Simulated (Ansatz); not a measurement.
# Residual resistivity of an alloy: Al(111) with 4 layers of random Al-Au, 2x2

How strongly does chemical disorder scatter in Al(111) with 4 layers of random Al-Au, 2x2?

Method: Ansatz plane-wave DFT, PBE, PAW files; ballistic transport by layer matching (Landauer), zero bias; PAW set soft_1, in Ansatz 0.2.0.

Most raw output is cut from this account.

## Step 1: Set-up

The cell holds 40 atoms: 28 Al and 12 Au. Its edges and angles: a = 5.725 Å, b = 5.725 Å, c = 23.429 Å, α = 93.5°, β = 86.5°, γ = 120.0°. It derives from Al. Regions: lead, 24 atoms (24 Al); scattering region, 16 atoms (12 Au and 4 Al). The structure is stacked along c, and the current runs across the ab planes.

## Step 2: With 4 alloy layers

In 4 layers a share of 0.75 of the sites is given to Au at random. The layers about the cell's end stay perfect and serve as the lead. Disorder leaves little or no symmetry, which makes such runs dear. Energies from -0.05 to 0.05 eV in steps of 0.05 eV are too few for the program's thermal sum, so it prints no conductance; for a metal the transmission near the Fermi level serves, at a fraction of the cost.

The input, input.yaml:

```yaml
crystal:
  lattice:
    - [5.7246940741, 0.0, 0.0]
    - [-2.862347037, 4.957730497, 0.0]
    - [1.4311735185, -0.8262884162, 23.3709656917]
  atoms:
    - { symbol: Al, position: [0.9916666667, 0.0083333333, 0.05] }
    - { symbol: Al, position: [0.9916666667, 0.5083333333, 0.05] }
    - { symbol: Al, position: [0.4916666667, 0.0083333333, 0.05] }
    - { symbol: Al, position: [0.4916666667, 0.5083333333, 0.05] }
    - { symbol: Al, position: [0.1416666667, 0.3583333333, 0.15] }
    - { symbol: Al, position: [0.1416666667, 0.8583333333, 0.15] }
    - { symbol: Al, position: [0.6416666667, 0.3583333333, 0.15] }
    - { symbol: Al, position: [0.6416666667, 0.8583333333, 0.15] }
[... 28 atom lines left out ...]
    - { symbol: Al, position: [0.8416666667, 0.1583333333, 0.95] }
    - { symbol: Al, position: [0.8416666667, 0.6583333333, 0.95] }
    - { symbol: Al, position: [0.3416666667, 0.1583333333, 0.95] }
    - { symbol: Al, position: [0.3416666667, 0.6583333333, 0.95] }
kpoints:
  mp_grid: { grid: [5, 5, 1] }
hamiltonian:
  xc: pbe
  pseudopotentials: { kind: paw, azcp: { folder: soft_1 } }
scf:
  occupations: { method: fermi_dirac, width: 0.1 }
output:
  transmission:
    leads: [[0, 4]]
    kmesh: [10, 10]
    e_range: [-0.05, 0.05]
    de: 0.05
  write_potential: true
  write_density: true
  volumetric_format: npy
```

The run is started by

```
$ ansatz run input.yaml --threads 4 --pin off --max-ram 15360MiB --backend cpu --events-out ev --progress --plain --runs-dir out
```

Run time: 6.4 min. Hardware: 4 threads of Arm Neoverse V1, shared host; peak memory 2.8 GiB.

Numbers from this step:

```
free energy                                    : -172868.1236 eV
energy at zero smearing                        : -172867.8775 eV
Fermi energy                                   : 12.15 eV
cell area                                      : 28.38 Å²
transmission per spin nearest the Fermi level  : 2.651
open channels per spin nearest the Fermi level : 5.59
step of the lead's potential                   : 17.8 meV
```

Per spin. The transmission, zone mean by energy, zero at the Fermi level:

```csv
energy (eV),"transmission, zone mean"
-0.0500,2.58
0.0000,2.65
0.0500,2.66
```

Per spin. The open channels, zone mean, lead by energy, zero at the Fermi level:

```csv
energy (eV),"open channels, zone mean, lead"
-0.0500,5.29
0.0000,5.59
0.0500,5.59
```

Transmission over k1 and k2. At 0.0000 eV from the Fermi level.

Ten even steps from '0' (0.18) to '9' (3.49):
```
8996998575
8967779877
7676557785
8975435798
9975303579
8897534579
7587755676
8778977769
8575899699
9887898788
```
Columns: k1 (b1) from -0.5 to 0.4; rows upwards: k2 (b2) from -0.5 to 0.4.

Open channels over k1 and k2. At 0.0000 eV from the Fermi level.

Ten even steps from '0' (3.00) to '9' (8.00):
```
4669664020
2648846222
2988888920
4688668864
2648686846
4468866886
2029888889
2222648846
4020466966
2422424224
```
Columns: k1 (b1) from -0.5 to 0.4; rows upwards: k2 (b2) from -0.5 to 0.4.

Over the solved energies the transmission per spin lies between 2.58 and 2.66, out of 5.49 channels of the lead on average (up to 5.59).

## Step 3: With 8 alloy layers

In 8 layers a share of 0.75 of the sites is given to Au at random. A fresh draw is used; the growth of the resistance with length is what counts.

System of this step: Al(111) with 8 layers of random Al-Au, 2x2. The cell holds 56 atoms: 32 Al and 24 Au. Cell: a = 5.725 Å, b = 5.725 Å, c = 32.761 Å, α = 87.5°, β = 92.5°, γ = 120.0°. It derives from Al. Regions: lead, 24 atoms (24 Al); scattering region, 32 atoms (8 Al and 24 Au). The structure is stacked along c, and the current runs across the ab planes.

The input, input.yaml:

```yaml
crystal:
  lattice:
    - [5.7246940741, 0.0, 0.0]
    - [-2.862347037, 4.957730497, 0.0]
    - [-1.4311735185, 0.8262884162, 32.7193519684]
  atoms:
    - { symbol: Al, position: [0.005952381, 0.994047619, 0.0357142857] }
    - { symbol: Al, position: [0.005952381, 0.494047619, 0.0357142857] }
    - { symbol: Al, position: [0.505952381, 0.994047619, 0.0357142857] }
    - { symbol: Al, position: [0.505952381, 0.494047619, 0.0357142857] }
    - { symbol: Al, position: [0.1845238095, 0.3154761905, 0.1071428571] }
    - { symbol: Al, position: [0.1845238095, 0.8154761905, 0.1071428571] }
    - { symbol: Al, position: [0.6845238095, 0.3154761905, 0.1071428571] }
    - { symbol: Al, position: [0.6845238095, 0.8154761905, 0.1071428571] }
[... 44 atom lines left out ...]
    - { symbol: Al, position: [0.3273809524, 0.1726190476, 0.9642857143] }
    - { symbol: Al, position: [0.3273809524, 0.6726190476, 0.9642857143] }
    - { symbol: Al, position: [0.8273809524, 0.1726190476, 0.9642857143] }
    - { symbol: Al, position: [0.8273809524, 0.6726190476, 0.9642857143] }
kpoints:
  mp_grid: { grid: [5, 5, 1] }
hamiltonian:
  xc: pbe
  pseudopotentials: { kind: paw, azcp: { folder: soft_1 } }
scf:
  occupations: { method: fermi_dirac, width: 0.1 }
output:
  transmission:
    leads: [[0, 4]]
    kmesh: [10, 10]
    e_range: [-0.05, 0.05]
    de: 0.05
  write_potential: true
  write_density: true
  volumetric_format: npy
```

Wall time 12 min (4 threads); peak memory 6.6 GiB.

This step gave:

```
free energy                                    : -332834.5584 eV
energy at zero smearing                        : -332834.2239 eV
Fermi energy                                   : 13.88 eV
transmission per spin nearest the Fermi level  : 1.982
open channels per spin nearest the Fermi level : 5.41
step of the lead's potential                   : 6.7 meV
```

Per spin. Transmission, zone mean against energy, zero at the Fermi level:

```csv
energy (eV),"transmission, zone mean"
-0.0500,1.95
0.0000,1.98
0.0500,2.02
```

Over the solved energies the transmission per spin lies between 1.95 and 2.02, out of 5.41 channels of the lead on average (up to 5.59).

## Step 4: With 12 alloy layers

In 12 layers a share of 0.75 of the sites is given to Au at random. A fresh draw is used; the growth of the resistance with length is what counts.

System of this step: Al(111) with 12 layers of random Al-Au, 2x2. The cell holds 72 atoms: 36 Al and 36 Au. Its edges and angles: a = 5.725 Å, b = 5.725 Å, c = 42.068 Å, α = 90.0°, β = 90.0°, γ = 120.0°. It derives from Al. Regions: lead, 24 atoms (24 Al); scattering region, 48 atoms (36 Au and 12 Al). The structure is stacked along c, and the current runs across the ab planes.

The input, input.yaml:

```yaml
crystal:
  lattice:
    - [5.7246940741, 0.0, 0.0]
    - [-2.862347037, 4.957730497, 0.0]
    - [0.0, 0.0, 42.0677382451]
  atoms:
    - { symbol: Al, position: [0.0, 0.0, 0.0277777778] }
    - { symbol: Al, position: [0.0, 0.5, 0.0277777778] }
    - { symbol: Al, position: [0.5, 0.0, 0.0277777778] }
    - { symbol: Al, position: [0.5, 0.5, 0.0277777778] }
    - { symbol: Al, position: [0.1666666667, 0.3333333333, 0.0833333333] }
    - { symbol: Al, position: [0.1666666667, 0.8333333333, 0.0833333333] }
    - { symbol: Al, position: [0.6666666667, 0.3333333333, 0.0833333333] }
    - { symbol: Al, position: [0.6666666667, 0.8333333333, 0.0833333333] }
[... 60 atom lines left out ...]
    - { symbol: Al, position: [0.3333333333, 0.1666666667, 0.9722222222] }
    - { symbol: Al, position: [0.3333333333, 0.6666666667, 0.9722222222] }
    - { symbol: Al, position: [0.8333333333, 0.1666666667, 0.9722222222] }
    - { symbol: Al, position: [0.8333333333, 0.6666666667, 0.9722222222] }
kpoints:
  mp_grid: { grid: [5, 5, 1] }
hamiltonian:
  xc: pbe
  pseudopotentials: { kind: paw, azcp: { folder: soft_1 } }
scf:
  occupations: { method: fermi_dirac, width: 0.1 }
output:
  transmission:
    leads: [[0, 4]]
    kmesh: [10, 10]
    e_range: [-0.05, 0.05]
    de: 0.05
  write_potential: true
  write_density: true
  volumetric_format: npy
```

Run time: 20 min. Hardware: 4 threads; peak memory 11 GiB.

This step gave:

```
free energy                                    : -492800.4021 eV
energy at zero smearing                        : -492800.0201 eV
Fermi energy                                   : 14.89 eV
transmission per spin nearest the Fermi level  : 1.803
open channels per spin nearest the Fermi level : 5.53
step of the lead's potential                   : 15.2 meV
```

Per spin. The transmission, zone mean by energy, zero at the Fermi level:

```
energy (eV)  transmission, zone mean
    -0.0500                     1.78
     0.0000                     1.80
     0.0500                     1.84
```

Over the solved energies the transmission per spin lies between 1.78 and 1.84, out of 5.46 channels of the lead on average (up to 5.55).

## Step 5: The fit

This step: Ansatz plane-wave DFT, PBE, PAW files; ballistic transport by layer matching (Landauer), zero bias; residual resistivity from the slope of the area resistance, atoms on the host's lattice; PAW set soft_1 (Ansatz 0.2.0).

This step gave:

* resistivity: 33.75 µΩ cm
* intercept: 0.4533 fΩ m²
* scatter about the fit: 0.06124 fΩ m²

Resistance, by row:

```
run  length (Å)      T  channels N  RA (fΩ m²)
 n4       9.348   2.63        5.49      0.7255
 n8        18.7  1.982        5.41       1.171
n12       28.05  1.806       5.457       1.357
```

Area resistance against length of the alloy:

```
length of the alloy (Å)  area resistance (fΩ m²)
                   9.35                    0.725
                  18.70                     1.17
                  28.05                     1.36
```

The area resistance goes from 0.73 to 1.4 fΩ m² between 9.3 and 28.0 Å, a slope of 34 µΩ cm.

By hand from the end points: (1.357 − 0.7255) fΩ m² / (28.05 − 9.35) Å = 34 µΩ cm, since 1 fΩ m² per Å is 1000 µΩ cm.

## Step 6: What came out

- resistivity from the slope: 33.8 µΩ cm
- area resistance over 9.35 Å: 0.725 fΩ m²
- area resistance over 18.7 Å: 1.17 fΩ m²
- area resistance over 28.0 Å: 1.36 fΩ m²

The slope gives 34 µΩ cm. The points scatter by 0.061 fΩ m² about the line, with one random draw a length in a 2x2 cell, so the slope is a rough value. The lead's own channel count moves between the runs (5.49, 5.41 and 5.46), which shifts RA and the slope too. Read with a model of isotropic scattering on a spherical Fermi surface and the lead's 1.5×10¹⁵ S/m², this slope means a mean free path near 15 Å (a rough figure, since the alloy's own channel count differs); over these lengths the model's slope is within 3 % of its bulk resistivity. The atoms sit on the host's lattice, so scattering by size misfit is left out. Spin-orbit coupling is left out, which matters for Au.

[Logs are printed without paths, hosts, clocks, repeated set-up lines and the standing remarks that a program may print on its own settings, such as how far it seeks lower states.]

[Hosts, paths, dates, database ids (printed as entryN), source tags and the programs' standing remarks are cut or masked in the printed files.]
